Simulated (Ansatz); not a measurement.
# BAs under changes of volume

One of the cells (13.626 Å³/atom); the others are scaled copies at fixed shape and fractional positions:

```xyz
2
Lattice="0.0000 2.3885 2.3885 2.3885 0.0000 2.3885 2.3885 2.3885 0.0000" Properties=species:S:1:pos:R:3 pbc="T T T"
As    3.5827    3.5827    3.5827
B     0.0000    0.0000    0.0000
```

- Program: Ansatz 0.2.0
- Functional: PBE
- Potentials or basis: PseudoDojo standard (PBE files)
- Cutoff: 1143 eV
- Density cutoff: 4572 eV
- k mesh: 10 × 10 × 10
- Occupations: fermi-dirac, width 0.05 eV
- Spin: no spin polarisation

```csv
volume (Å³/atom),energy over the lowest point (meV/atom),pressure (GPa),gap on the mesh (eV)
12.809,40.60,12.7,1.13
13.081,22.10,9.1,1.15
13.354,9.54,5.8,1.18
13.626,2.34,2.8,1.20
13.899,0.00,0.0,1.22
14.171,2.05,-2.4,1.23
14.444,?,?,?
```

What does the run at 14.444 Å³/atom give?

Energy over the lowest point 8.06 meV/atom; pressure -4.6 GPa; gap on the mesh 1.25 eV.

Worked out: A Birch-Murnaghan fit of order 3 (a polynomial in V^(-2/3)) to the other rows has its minimum at 13.90 Å³/atom with B0 = V·E''(V) = 131 GPa and B' = 4.1. It gives 8.07 meV/atom at 14.444 Å³/atom, against the run's 8.06, and -dE/dV = -4.6 GPa, against -4.6. A straight line through the other rows of the gap, of slope 1.03 eV per unit of ln V, extrapolates to 1.26 eV, against the run's 1.25.

Energies are extrapolated to zero smearing.

A mesh can miss the band edges. Spin-orbit coupling on As is left out.
